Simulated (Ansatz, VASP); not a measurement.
One calculation of Nb, two programs

INCAR

```
SYSTEM = Nb
ALGO     = Normal         ! electronic algorithm
EDIFF    = 1E-6           ! SCF threshold, eV
ENCUT    = 520            ! plane-wave cutoff, eV
GGA      = PE             ! functional
ISIF     = 2              ! what is computed and relaxed
ISMEAR   = 0              ! smearing method
LASPH    = .True.         ! aspherical terms in the spheres
LCHARG   = .False.        ! write CHGCAR
LREAL    = .False.        ! projectors in reciprocal space
LWAVE    = .False.        ! write WAVECAR
NBANDS   = 12             ! bands
NELM     = 100            ! most SCF steps
PREC     = Accurate       ! precision mode
SIGMA    = 0.2            ! smearing width, eV
```

Contents of KPOINTS:

```
k-points
0
Gamma
  13 13 13
  0 0 0
```

POSCAR

```
Nb
1.0
   -1.6547957147      1.6547957147      1.6547957147
    1.6547957147     -1.6547957147      1.6547957147
    1.6547957147      1.6547957147     -1.6547957147
Nb
1
Direct
    0.0000000000      0.0000000000      0.0000000000
```

Input for Ansatz:

```yaml
crystal:
  lattice:
    - [-1.6547957147, 1.6547957147, 1.6547957147]
    - [1.6547957147, -1.6547957147, 1.6547957147]
    - [1.6547957147, 1.6547957147, -1.6547957147]
  atoms:
    - { symbol: Nb, position: [0.0, 0.0, 0.0] }
hamiltonian:
  xc: pbe
  pseudopotentials:
    kind: paw
    azcp:
      Nb: "pseudopotentials/Nb.paw.azcp"
basis:
  ecutwfc: 420
  fft_grid_basis: typed
kpoints:
  mp_grid: { grid: [13, 13, 13], shift: [0, 0, 0] }
magnetization:
  spin_polarized: false
scf:
  occupations: { method: gaussian, width: 0.2 }
  lower_state_search: "off"
output:
  stress: true
  write_density: true
  write_potential: true
  elf: true
  volumetric_format: npy
```

Alike in both runs: task single point; functional PBE; k mesh 13 × 13 × 13; occupations gaussian, width 0.2 eV; no spin polarisation.

```csv
,VASP,Ansatz
version,VASP 6.6.1,Ansatz 0.2.0
potentials or method,"VASP PAW PBE potentials, release 64 (Nb_sv)","plane waves (420 eV) with PAW, scalar-relativistic"
plane-wave cutoff (eV),520,420
valence electrons in the cell,13,13
```

Ansatz gave:

* pressure (GPa): -0.2

Q: Which values does VASP return?

A: Pressure (GPa): -0.5.

With one functional, cell and mesh, what is left measures potentials, basis and numerics.
